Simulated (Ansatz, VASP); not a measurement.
One calculation of BN, two programs

```
CELL_PARAMETERS angstrom
2.69734 0.00000 0.00000
-1.34867 2.33597 0.00000
0.00000 0.00000 5.74045
ATOMIC_POSITIONS crystal
B 0.33333 0.66667 0.25000
B 0.66667 0.33333 0.75000
N 0.33333 0.66667 0.75000
N 0.66667 0.33333 0.25000
```

Alike in both runs: task single point; functional PBEsol; k mesh 12 × 12 × 4; occupations gaussian, width 0.05 eV; no spin polarisation.

```csv
,VASP,Ansatz
version,VASP 6.6.1,Ansatz 0.2.0
potentials or method,"VASP PAW PBE potentials, release 64 (B, N)","scalar-relativistic, plane waves, PAW"
plane-wave cutoff (eV),520,420
valence electrons in the cell,16,16
```

|  | VASP | Ansatz | Ansatz less VASP |
| --- | --- | --- | --- |
| gap on the k mesh at the Fermi level (eV) | 3.50 | 3.50 | +0.007 |
| least direct gap on the mesh (eV) | 3.84 | 3.84 | +0.007 |

The functional is the same, so the differences come from potentials, cutoffs and numerics.

 A k mesh can miss the band edges. A hybrid or GW would open this gap; PBEsol tends to underestimate it.
